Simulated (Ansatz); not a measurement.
Si: clamped-ion strain scan

All numbers below come from DFT PBE+D3(BJ), scalar-relativistic, plane waves, PAW (Ansatz). Cutoff 420 eV, Γ-centred 28×28×28 k-points, Gaussian smearing of 0.15 eV. No spin polarisation. Energies are free energies at this smearing, counted from the undisturbed cell; pressure is positive in compression.

Zero of the scan (relaxed at this level; with this scan's settings it stands at -0.6 GPa; this fcc form isn't the usual structure):

```
Si
1.0
     0.00000    1.90052    1.90052
     1.90052    0.00000    1.90052
     1.90052    1.90052    0.00000
Si
1
Cartesian
  0.0000 0.0000 0.0000
```

The cell is strained by ε times the Voigt pattern (0, 0, 0, 0, 0, 1) (xx, yy, zz, yz, xz, xy; engineering shear) with fractional coordinates fixed. The cell is metallic on the mesh throughout.

```csv
ε,ΔE (meV/atom)
-0.0200,0.5
-0.0100,0.1
0.0000,0.0
0.0025,0.0
0.0050,0.0
0.0075,0.1
0.0125,0.2
0.0150,0.3
0.0175,0.4
```

(1) Predict the stress summed along the pattern (GPa, tension positive) at each point.

Answers

(1)
```
      ε  stress summed along the pattern (GPa, tension positive)
-0.0200                                                    -0.60
-0.0100                                                    -0.31
 0.0000                                                     0.00
 0.0025                                                     0.08
 0.0050                                                     0.16
 0.0075                                                     0.24
 0.0125                                                     0.39
 0.0150                                                     0.46
 0.0175                                                     0.53
```